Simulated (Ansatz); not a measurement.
# Ga2STe monolayer in a perpendicular field

Wanted: the out-of-plane response of the Ga2STe monolayer. A positive field points along +c.

Program: Ansatz 0.2.0. Level of theory: plane-wave DFT, PBE-D3(BJ), Ansatz PAW. Results are calculated unless marked as measured.

**1. Set-up**

The cell holds 4 atoms: 1 Te, 2 Ga and 1 S. Its edges and angles: a = 3.845 Å, b = 3.845 Å, c = 39.951 Å, α = 90.0°, β = 90.0°, γ = 120.0°. Vacuum lies along c.

**2. Relaxation**

The starting cell is a guess, so the in-plane lattice and the atoms are relaxed first, with the slab cut off from its images along the normal.

File input.yaml:

```yaml
crystal:
  lattice:
    - [3.8454, 0.0, 0.0]
    - [-1.9227, 3.3302140877, 0.0]
    - [0.0, 0.0, 39.9507218109]
  atoms:
    - { symbol: Te, position: [0.3333333333, 0.6666666667, 0.4442973542] }
    - { symbol: Ga, position: [0.0, 0.0, 0.4795887596] }
    - { symbol: Ga, position: [0.0, 0.0, 0.5406640015] }
    - { symbol: S, position: [0.3333333333, 0.6666666667, 0.5557026458] }
  periodic: [true, true, false]
kpoints:
  mp_grid: { grid: [12, 12, 1] }
hamiltonian:
  xc: pbe
  dispersion: d3bj
scf:
  occupations: { method: fermi_dirac, width: 0.05 }
  convergence: { dr2_threshold: 1.0e-09 }
relax:
  f_tol: 0.004
  max_steps: 90
  cell: {}
output:
  write_potential: true
  write_density: true
  volumetric_format: npy
```

Run with:

```bash
$ ansatz run input.yaml --threads 2 --pin off --max-ram 3072MiB --backend cpu --events-out ev --progress --plain --runs-dir out
```

Numbers of over 12 decimals in the logs are rounded to 6 here.

Log:

```text
Warning: relax.cell: scf.convergence.dr2_threshold = 1e-9 eV is looser than the 1.91549450332e-10 eV advised for a relaxation that steers and ends on the stress (1e-10 eV for each atom of the cell: 4, times the square of relax.cell.stress_2d_tol = 0.05 N/m over 14.5 Å (the atoms' height at the walk's start and 5 Å past either face), 3.460e-2 GPa, over a crystal's default 0.05). What an SCF threshold leaves in a stress goes as its square root, and in the free energy as the threshold itself, and one threshold admits the most on a small cell: [figures from the program's tests cut] Set scf.convergence.dr2_threshold to 1.91549450332e-10 eV or tighter. [rest of the remark cut]
Engine: ansatz 0.2.0, aarch64-unknown-linux-gnu
Pseudopotentials: kind: paw
Pseudopotential: Te, paw, valence charge 16, recommended cutoff 420 eV (normal), Te.paw.azcp
Pseudopotential: Ga, paw, valence charge 13, recommended cutoff 420 eV (normal), Ga.paw.azcp
Pseudopotential: S, paw, valence charge 6, recommended cutoff 420 eV (normal), S.paw.azcp
Functional definition: PBE
  parameter kappa = 0.804
  parameter beta = 0.066725
  exchange = pbe_x(kappa = kappa, mu = beta*pi^2/3)
  correlation = pbe_c(beta = beta)
Crystal: 4 atoms, lattice volume = 511.609 Å³
Basis set: ecut = 420 eV, 9937 PW (Γ), exchange–correlation on 54×54×540 points (8 copies of the dense FFT grid, shifted against one another)
Bands: 29, of which v1, the nominal top of the filled ones, is band 24 counted from 1 (23 counted from 0)
Symmetry: 6 space group operations
Space group: P3m1 (ITA 156), of the structure as read, at distance tolerance 8.0e-5 Å
k-points: 19 of 144 (time reversal used)
Non-local potential: Te, projectors of the file, l = 0: 2, l = 1: 2, l = 2: 2, l = 3: 2
Non-local potential: Ga, projectors of the file, l = 0: 2, l = 1: 2, l = 2: 3, l = 3: 1
Non-local potential: S, projectors of the file, l = 0: 2, l = 1: 2, l = 2: 2
PAW form: soft (Blöchl's): semilocal exchange-correlation on the pseudo side does not see the compensation charge
PAW one-centre angular grid: Te, 590 points (default); XC on 64 Gauss nodes
PAW one-centre angular grid: Ga, 590 points (default); XC on 64 Gauss nodes
PAW one-centre angular grid: S, 110 points (default); XC on 64 Gauss nodes
Initial density: superposition of atomic densities (neutral atoms: chi_scale 0, normalization atom), corrected by the library's trained network
Initial wavefunctions: pseudopotential atomic-orbital guess
Functional: x = pbe(κ = 0.804, μ = 0.219515), c = pbe(β = 0.066725)
SCF iter   1: F=—  HF=-15450.350111 eV  |F-HF|=—  |Δ(HF+E_count)|=         —  Δρ=1.01e-3  dr2=3.28e-2  ethr=1.77e-3  ⟨swp⟩=12.2  Hψ=3622  notcnv=0
preconditioner: auto → Resta (q_TF=auto, 1.839 Å⁻¹)  ε∞=1.5  [insulator: Δε(μ)=0.494 eV  Ē_g=13.962 eV  σ=0.050 eV  W_gap=0.99  n_scr=22 (ndim 8)  ℏωp=10.1 eV  f_vac=0.785  D(μ)=0.01/eV (n_scr^D=0)  ε∞_Penn≈1.5  vacuum switching on, ρ_ref=1.4e-2 e/Å³]
SCF iter   2: F=—  HF=-15450.363842 eV  |F-HF|=—  |Δ(HF+E_count)|=   1.37e-2  Δρ=1.49e-3  dr2=2.00e-1  ethr=6.83e-5  ⟨swp⟩=5.2  Hψ=1587  notcnv=0  defer=6
preconditioner: auto → LDOS  [metal: Δε(μ)=0.053 eV  Ē_g=13.960 eV  σ=0.050 eV  W_gap=0.24  n_scr=22 (ndim 8)  ℏωp=10.1 eV  f_vac=0.786  D(μ)=0.47/eV (n_scr^D=4)  β→1.0]
SCF iter   3: F=—  HF=-15450.350349 eV  |F-HF|=—  |Δ(HF+E_count)|=   1.35e-2  Δρ=5.15e-4  dr2=1.13e-2  ethr=6.83e-5  ⟨swp⟩=4.7  Hψ=957  notcnv=0  defer=7
SCF iter   4: F=—  HF=-15450.349399 eV  |F-HF|=—  |Δ(HF+E_count)|=   9.50e-4  Δρ=2.57e-4  dr2=2.82e-3  ethr=2.36e-5  ⟨swp⟩=2.9  Hψ=1051  notcnv=0  defer=5
SCF iter   5: F=—  HF=-15450.348868 eV  |F-HF|=—  |Δ(HF+E_count)|=   5.31e-4  Δρ=5.84e-5  dr2=6.22e-5  ethr=5.87e-6  ⟨swp⟩=2.8  Hψ=742  notcnv=0  defer=5
SCF iter   6: F=—  HF=-15450.348847 eV  |F-HF|=—  |Δ(HF+E_count)|=   2.09e-5  Δρ=2.31e-5  dr2=7.12e-6  ethr=1.30e-7  ⟨swp⟩=3.4  Hψ=1229  notcnv=0  defer=5
SCF iter   7: F=—  HF=-15450.348848 eV  |F-HF|=—  |Δ(HF+E_count)|=   7.20e-7  Δρ=7.79e-6  dr2=3.95e-7  ethr=1.48e-8  ⟨swp⟩=3.6  Hψ=1286  notcnv=0  defer=5
SCF iter   8: F=—  HF=-15450.348859 eV  |F-HF|=—  |Δ(HF+E_count)|=   1.13e-5  Δρ=2.60e-6  dr2=6.59e-8  ethr=8.24e-10  ⟨swp⟩=2.7  Hψ=1061  notcnv=0  defer=5
SCF iter   9: F=—  HF=-15450.348859 eV  |F-HF|=—  |Δ(HF+E_count)|=   2.29e-8  Δρ=7.99e-7  dr2=4.39e-9  ethr=1.37e-10  ⟨swp⟩=3.0  Hψ=1172  notcnv=0  defer=5
SCF iter  10: F=-15450.348859 eV  HF=-15450.348859 eV  |F-HF|=1.80e-9  |Δ(HF+E_count)|=   1.73e-8  Δρ=2.71e-7  dr2=4.16e-10  ethr=2.08e-12  ⟨swp⟩=11.3  Hψ=4291  notcnv=0
SCF 1 converged in 10 iterations: F = -15450.348859 eV  dr2 = 4.16e-10
  greatest PAW one-centre occupation: 0.998 electrons in one spin orbital (limit 2), on the Te atom at site 0 (counted from 0), in its partial waves of l = 2
relax step   1: F+E_penalty+E_count = -15450.34885923 eV  Δ(F+E_penalty+E_count) = +0.000e0 eV  max|allowed force component| = 1.685e0 eV/Å  Δτ_max = 0.0000 Å  P = +3.775 N/m  Ω = 511.609 Å³  fix = [c, alpha, beta]  reactions: c +0.000 N/m  (10 SCF iters, accepted)
Crystal: 4 atoms, lattice volume = 515.253 Å³
Basis set: ecut = 420 eV, 10129 PW (Γ), exchange–correlation on 54×54×540 points (8 copies of the dense FFT grid, shifted against one another)
Initial density: handed on by an earlier stage of this run
Initial wavefunctions: those handed on with the density
iter 1 solved again at ethr=4.56e-4 eV; its pass at ethr=3.10e-3 eV (dr2=2.19e-1 eV) is discarded
SCF iter   1: F=—  HF=-15450.706889 eV  |F-HF|=—  |Δ(HF+E_count)|=         —  Δρ=3.59e-3  dr2=2.38e-1  ethr=4.56e-4  ⟨swp⟩=2.0  Hψ=3833  notcnv=0
preconditioner: auto → Resta (q_TF=auto, 1.837 Å⁻¹)  ε∞=1.5  [insulator: Δε(μ)=0.510 eV  Ē_g=13.848 eV  σ=0.050 eV  W_gap=0.99  n_scr=22 (ndim 8)  ℏωp=10.1 eV  f_vac=0.783  D(μ)=0.01/eV (n_scr^D=0)  ε∞_Penn≈1.5  vacuum switching on, ρ_ref=1.4e-2 e/Å³]
SCF iter   2: F=—  HF=-15450.751562 eV  |F-HF|=—  |Δ(HF+E_count)|=   4.47e-2  Δρ=3.74e-3  dr2=7.32e-1  ethr=4.56e-4  ⟨swp⟩=6.2  Hψ=1317  notcnv=0  defer=4  recentre
SCF iter   3: F=—  HF=-15450.679948 eV  |F-HF|=—  |Δ(HF+E_count)|=   7.16e-2  Δρ=2.31e-3  dr2=5.40e-2  ethr=4.56e-4  ⟨swp⟩=5.5  Hψ=1119  notcnv=0  defer=12
SCF iter   4: F=—  HF=-15450.672129 eV  |F-HF|=—  |Δ(HF+E_count)|=   7.82e-3  Δρ=9.26e-4  dr2=2.41e-3  ethr=1.12e-4  ⟨swp⟩=3.8  Hψ=1186  notcnv=0  defer=10
SCF iter   5: F=—  HF=-15450.672068 eV  |F-HF|=—  |Δ(HF+E_count)|=   6.11e-5  Δρ=1.54e-4  dr2=1.33e-4  ethr=5.01e-6  ⟨swp⟩=2.7  Hψ=791  notcnv=0  defer=8
SCF iter   6: F=—  HF=-15450.672079 eV  |F-HF|=—  |Δ(HF+E_count)|=   1.03e-5  Δρ=4.78e-5  dr2=1.06e-5  ethr=2.77e-7  ⟨swp⟩=2.8  Hψ=985  notcnv=0  defer=8
[...]
SCF iter   4: F=—  HF=-15450.682374 eV  |F-HF|=—  |Δ(HF+E_count)|=   2.58e-3  Δρ=6.46e-4  dr2=4.68e-3  ethr=6.24e-5  ⟨swp⟩=3.3  Hψ=821  notcnv=0  defer=4
SCF iter   5: F=—  HF=-15450.681723 eV  |F-HF|=—  |Δ(HF+E_count)|=   6.50e-4  Δρ=2.98e-4  dr2=7.32e-4  ethr=9.75e-6  ⟨swp⟩=2.1  Hψ=633  notcnv=0  defer=4
SCF iter   6: F=—  HF=-15450.681686 eV  |F-HF|=—  |Δ(HF+E_count)|=   3.76e-5  Δρ=6.73e-5  dr2=1.56e-5  ethr=1.53e-6  ⟨swp⟩=3.1  Hψ=976  notcnv=0  defer=4
SCF iter   7: F=—  HF=-15450.681624 eV  |F-HF|=—  |Δ(HF+E_count)|=   6.18e-5  Δρ=2.09e-5  dr2=2.18e-6  ethr=3.26e-8  ⟨swp⟩=3.1  Hψ=1146  notcnv=0  defer=4
SCF iter   8: F=—  HF=-15450.681638 eV  |F-HF|=—  |Δ(HF+E_count)|=   1.44e-5  Δρ=7.08e-6  dr2=2.02e-7  ethr=4.55e-9  ⟨swp⟩=2.9  Hψ=1224  notcnv=0  defer=4
SCF iter   9: F=—  HF=-15450.681638 eV  |F-HF|=—  |Δ(HF+E_count)|=   7.75e-9  Δρ=1.88e-6  dr2=1.37e-8  ethr=4.21e-10  ⟨swp⟩=2.7  Hψ=1083  notcnv=0  defer=4
SCF iter  10: F=—  HF=-15450.681638 eV  |F-HF|=—  |Δ(HF+E_count)|=   1.05e-8  Δρ=6.03e-7  dr2=3.85e-9  ethr=2.86e-11  ⟨swp⟩=2.9  Hψ=1109  notcnv=0  defer=4
SCF iter  11: F=-15450.681638 eV  HF=-15450.681638 eV  |F-HF|=7.09e-11  |Δ(HF+E_count)|=  5.46e-10  Δρ=2.41e-7  dr2=3.01e-10  ethr=2.08e-12  ⟨swp⟩=9.2  Hψ=4567  notcnv=0
SCF 3 converged in 11 iterations: F = -15450.681638 eV  dr2 = 3.01e-10
relax step   3: F+E_penalty+E_count = -15450.68163817 eV  Δ(F+E_penalty+E_count) = -9.590e-3 eV  max|allowed force component| = 4.724e-1 eV/Å  Δτ_max = 0.1549 Å  P = -0.366 N/m  Ω = 506.895 Å³  energy of the carried Pulay correction = +1.905e-4 eV  fix = [c, alpha, beta]  reactions: c -0.000 N/m  (11 SCF iters, accepted)
[...]
relax step   4: F+E_penalty+E_count = -15450.70557236 eV  Δ(F+E_penalty+E_count) = -2.393e-2 eV  max|allowed force component| = 5.320e-2 eV/Å  Δτ_max = 0.0813 Å  P = +0.036 N/m  Ω = 512.786 Å³  energy of the carried Pulay correction = -4.725e-5 eV  fix = [c, alpha, beta]  reactions: c +0.000 N/m  (11 SCF iters, accepted)
[...]
relax step   5: F+E_penalty+E_count = -15450.70574673 eV  Δ(F+E_penalty+E_count) = -1.744e-4 eV  max|allowed force component| = 4.782e-3 eV/Å  Δτ_max = 0.0048 Å  P = +0.004 N/m  Ω = 512.497 Å³  energy of the carried Pulay correction = -3.566e-5 eV  fix = [c, alpha, beta]  reactions: c +0.000 N/m  (8 SCF iters, accepted)
[...]
relax step   6: F+E_penalty+E_count = -15450.70574852 eV  Δ(F+E_penalty+E_count) = -1.797e-6 eV  max|allowed force component| = 3.040e-4 eV/Å  Δτ_max = 0.0002 Å  P = -0.001 N/m  Ω = 512.480 Å³  energy of the carried Pulay correction = -3.500e-5 eV  fix = [c, alpha, beta]  reactions: c -0.000 N/m  (5 SCF iters, accepted)
Initial wavefunctions: pseudopotential atomic-orbital guess (no wavefunctions were taken with the density)
iter 1 solved again at ethr=1.07e-6 eV; its pass at ethr=3.10e-3 eV (dr2=5.14e-4 eV) is discarded
SCF iter   1: F=—  HF=-15450.704866 eV  |F-HF|=—  |Δ(HF+E_count)|=         —  Δρ=4.07e-5  dr2=1.81e-7  ethr=1.07e-6  ⟨swp⟩=5.3  Hψ=5884  notcnv=0
eigensolver tolerance schedule: the retry pair's looser diagonalisation over-reported the residual by 2841.97 of it (diagonalisation noise at 56.63 of the residual, at the tolerance the schedule requests for it); recorded, not acted on — ethr = c·dr2/N_el stays at c = 1.0e-1
SCF iter   2: F=—  HF=-15450.705462 eV  |F-HF|=—  |Δ(HF+E_count)|=   5.96e-4  Δρ=2.04e-5  dr2=4.61e-8  ethr=3.77e-10  ⟨swp⟩=4.1  Hψ=1573  notcnv=0
SCF iter   3: F=—  HF=-15450.705771 eV  |F-HF|=—  |Δ(HF+E_count)|=   3.09e-4  Δρ=2.18e-6  dr2=1.72e-8  ethr=9.61e-11  ⟨swp⟩=3.4  Hψ=1180  notcnv=0
SCF iter   4: F=—  HF=-15450.705778 eV  |F-HF|=—  |Δ(HF+E_count)|=   6.63e-6  Δρ=5.91e-7  dr2=1.17e-8  ethr=3.58e-11  ⟨swp⟩=2.8  Hψ=1128  notcnv=0
SCF iter   5: F=-15450.705779 eV  HF=-15450.705778 eV  |F-HF|=3.80e-7  |Δ(HF+E_count)|=   7.22e-7  Δρ=2.88e-7  dr2=9.57e-10  ethr=2.08e-12  ⟨swp⟩=14.8  Hψ=4661  notcnv=0
SCF 7 converged in 5 iterations: F = -15450.705779 eV  dr2 = 9.57e-10
relax step   7: F+E_penalty+E_count = -15450.70577870 eV  Δ(F+E_penalty+E_count) = -3.017e-5 eV  max|allowed force component| = 2.938e-4 eV/Å  Δτ_max = 0.0000 Å  P = -0.002 N/m  Ω = 512.480 Å³  fix = [c, alpha, beta]  reactions: c -0.000 N/m  stress off target by 1.56e-3 N/m on what of the cell is left free  SCF on the basis re-selected at this cell (its energy is not comparable with the rows above)  (5 SCF iters)
basis re-selected at this cell: Δ(F+E_penalty+E_count) = -3.017e-5 eV, ΔP = -0.001 N/m vs the last step (what re-selecting the basis moved, of the pressure what is left beyond the Pulay correction that the steps carried, after the strain that the cell walked since its last selection, with what the two solves' SCF thresholds leave and, on support functions, any second-order correction that the steps lacked; it is no m [...]
WARN: The input density's exchange-correlation potential varies sharply where the density is thin. Do not read a vacuum level from v_tot or v_xc, or from such a field of the output density. On a cell that repeats whose density bears no net charge and no dipole along the vacuum's axis use v_es (v_loc + v_h of the components); under efield.dipole_correction with no amplitude use v_es + v_field, which holds any external [...]
SCF converged after 5 iterations
Free energy (F): -15450.705779 eV
Harris-Foulkes:  -15450.705778 eV  (|F-HF|=3.80e-7)
Internal energy: -15450.705776 eV  (E = F + TS)
E sigma→0 (E₀):  -15450.705777 eV
Entropy (-TS):   -0.000003 eV (-0.001 meV/atom)
Fermi energy:    -4.573637 eV
--- Per-component energies (eV) ---
  E_band       = -1001.225471
  E_kinetic    = 516.930458
  E_local      = -132766.625671  (includes V_loc(G=0)·N_el)
  E_nonlocal   = 567.533439
  E_hartree    = 66096.954408
  E_xc         = -358.540507
  E_vxc        = -306.013430  (∫ρ·V_xc dr)
  E_paw        = -9240.054571  (= ΣΔE_a)
  E_vpaw       = -1206.959959  (= ΣTr[D̂ρ^β])
  E_aug_tail   = -0.000398  (compensation charges beyond the density's cutoff)
  E_ewald      = 59733.996822
  E_disp       = -0.899755  (pairwise vdW)
  E_smearing   = -0.000003  (= −TS)
  E_closure    = 0.000000  (closes the sum)
  Σ components = -15450.705779   (vs F -15450.705779, Δ=0.00e0)
--- Forces (eV/Å), atoms counted from 1 ---
  atom   1  Te    -0.00000000     0.00000000     0.00029317
  atom   2  Ga     0.00000000    -0.00000000    -0.00018333
  atom   3  Ga     0.00000000    -0.00000000    -0.00006332
  atom   4  S      0.00000000     0.00000000    -0.00004920
  max |Σ_I F_I| component: 2.68e-6 eV/Å
--- 2D stress c σ (N/m, compression-positive) ---
       -0.001565      -0.000000       0.000000
       -0.000000      -0.001565       0.000000
        0.000000       0.000000      -0.000000
  P = ½ c Tr σ = -0.0016 N/m
--- Band table (eV; the first three rows and the last of 19) ---
  k-point 0: bands = [... 20 lower, -7.2277, -5.9231, -5.0398, -5.0398, -4.1461, -2.0724, -1.3124, -1.3124, ... 1 higher]
  k-point 1: bands = [... 20 lower, -7.3113, -5.9112, -5.6642, -5.2007, -3.7858, -1.8116, -1.4180, -1.1666, ... 1 higher]
  k-point 2: bands = [... 20 lower, -7.5236, -6.9458, -5.7813, -5.5769, -3.2443, -2.3434, -1.0461, -0.8569, ... 1 higher]
  k-point 18: bands = [... 20 lower, -8.9159, -7.7736, -7.2890, -6.9263, -3.2543, -2.6789, -0.9691, -0.3597, ... 1 higher]
  the weakly bound empty levels are not read free of the cell's end (no_gap_told)
--- Relaxed structure (6 steps of the walk, 6 accepted, 1 SCFs on fresh bases) ---
  F+E_penalty+E_count = -15450.70577870 eV   max|allowed force component| = 2.938e-4 eV/Å   (the final SCF, on the basis selected at the relaxed cell)
  cell:  # Å, volume = 512.4803 Å³
    - [3.848672, 0.0, 0]
    - [-1.924336, 3.333048, 0]
    - [0, 0, 39.9507218109]
  atoms:
    - { symbol: Te, position: [0.333333, 0.666667, 0.442394] }
    - { symbol: Ga, position: [0, -3.700743415524894e-17, 0.477075] }
    - { symbol: Ga, position: [0, -3.700743415524894e-17, 0.538263] }
    - { symbol: S, position: [0.333333, 0.666667, 0.562521] }
```

Run time: 3.2 min. Hardware: 2 threads of Arm Neoverse N1, shared host; peak memory 0.81 GiB; 6.1 min of CPU time.

The steps of the relaxation:

| step | energy less that of the first step (eV) | largest force component (eV/Å) | volume (Å³) |
| --- | --- | --- | --- |
| 1 | 0.0000 | 1.6849 | 511.61 |
| 2 | -0.3232 | 0.6253 | 515.25 |
| 3 | -0.3328 | 0.4724 | 506.89 |
| 4 | -0.3567 | 0.0532 | 512.79 |
| 5 | -0.3569 | 0.0048 | 512.50 |
| 6 | -0.3569 | 0.0003 | 512.48 |
| 7* | -0.3569 | 0.0003 | 512.48 |

Relaxation steps marked * repeat the geometry before them on a plane-wave basis chosen anew for their cell, so energy and pressure can jump there.

The run keeps the 6 symmetry operations that it works with, so distortions that break them were not tested.

| cell as run | before | after | change |
| --- | --- | --- | --- |
| a (Å) | 3.845 | 3.849 | +0.1 % |
| b (Å) | 3.845 | 3.849 | +0.1 % |

The atoms that moved most (Å, along periodic axes as changes of fractional coordinates times the final cell, across vacuum about the mean position):

| atom | dx | dy | dz | length |
| --- | --- | --- | --- | --- |
| S4 | 0.000 | 0.000 | 0.272 | 0.272 |
| Ga2 | 0.000 | 0.000 | -0.100 | 0.100 |
| Ga3 | 0.000 | 0.000 | -0.096 | 0.096 |
| Te1 | 0.000 | 0.000 | -0.076 | 0.076 |

The relaxed structure:

```xyz
4
Lattice="3.8487 0.0000 0.0000 -1.9243 3.3330 0.0000 0.0000 0.0000 39.9507" Properties=species:S:1:pos:R:3
Te    0.0000    2.2220   17.6740
Ga    0.0000    0.0000   19.0595
Ga    0.0000    0.0000   21.5040
S     0.0000    2.2220   22.4731
```

The lattice constant a goes from 3.845 to 3.849 Å.

(Continued in part 2 of 2.)

[Logs are printed without paths, hosts, clocks, repeated set-up lines and the standing remarks that a program may print on its own settings, such as how far it seeks lower states.]

[Hosts, paths, dates, database ids (printed as entryN), source tags and the programs' standing remarks are cut or masked in the printed files.]

[Maps of the electrostatic potential energy from Ansatz leave out the sawtooth potential of an applied field or a dipole correction, so their vacuum need not be flat; planar profiles and work functions include it.]
